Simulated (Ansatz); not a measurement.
A run of Ansatz 0.2.0:

File input.yaml:

```yaml
crystal:
  lattice:
    - [6.3616090156, 0.0, 0.0]
    - [0.0, 3.48040306, 0.0]
    - [-0.0857412231, 0.0, 36.1758904685]
  atoms:
    - { symbol: Te, position: [0.4292511, 0.75, 0.54070358] }
    - { symbol: Te, position: [0.5707489, 0.25, 0.45929642] }
    - { symbol: Te, position: [0.92084787, 0.25, 0.55652732] }
    - { symbol: Te, position: [0.07915213, 0.75, 0.44347268] }
    - { symbol: Mo, position: [0.18134756, 0.25, 0.49746537] }
    - { symbol: Mo, position: [0.81865244, 0.75, 0.50253463] }
hamiltonian:
  xc: pbesol
  pseudopotentials: { kind: paw }
  dispersion: d3bj
kpoints:
  mp_grid: { grid: [4, 8, 1] }
scf:
  occupations: { method: fermi_dirac, width: 0.05 }
output:
  forces: true
  stress: true
relax:
  f_tol: 0.01
  max_steps: 40
  cell: { stress_tol: 0.05 }
```

Potentials or basis: Ansatz PAW.

The run is started by

```console
$ ansatz run input.yaml --threads 2 --pin off --max-ram 5120MiB --backend cpu --events-out ev --progress --plain --runs-dir out
```

Hardware: 2 threads of Arm Neoverse V2, on a shared host.

**Question.** How long does it take, and how much memory?

**Answer.** Run time: 95 s on 2 threads of Arm Neoverse V2 (shared host), peak memory 1.2 GiB. Counts: scf iterations 50, plane waves 14783, k points 15, bands 56, ion steps 8.
